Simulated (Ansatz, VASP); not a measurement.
## Two plane-wave programs on Ge

```xyz
2
Lattice="-2.6414 2.6414 1.4465 2.6414 -2.6414 1.4465 2.6414 2.6414 -1.4465" Properties=species:S:1:pos:R:3 pbc="T T T"
Ge    2.6414    0.0000    0.7233
Ge    0.0000    0.0000    1.4465
```

Alike in both runs: functional PBEsol; k mesh 16 × 16 × 16; occupations gaussian, width 0.1 eV; no spin polarisation.

Ansatz relaxed the structure, and its values are those at the end. VASP's run is a single point on that final structure, the one shown.

```csv
,VASP,Ansatz
version,VASP 6.6.1,Ansatz 0.2.0
potentials or method,"VASP PAW PBE potentials, release 64 (Ge_d)","scalar-relativistic, plane waves, PAW"
plane-wave cutoff (eV),520,420
valence electrons in the cell,28,28
```

```csv
,VASP,Ansatz,Ansatz less VASP
gap on the k mesh at the Fermi level (eV),none,none,-
pressure (GPa),-6.1,-6.1,+0.08
```

A gap of «none» marks a metal or a gap that the smearing closes.

Caveats: the PAW data sets were made with another functional, which shifts forces and pressure a little (VASP).
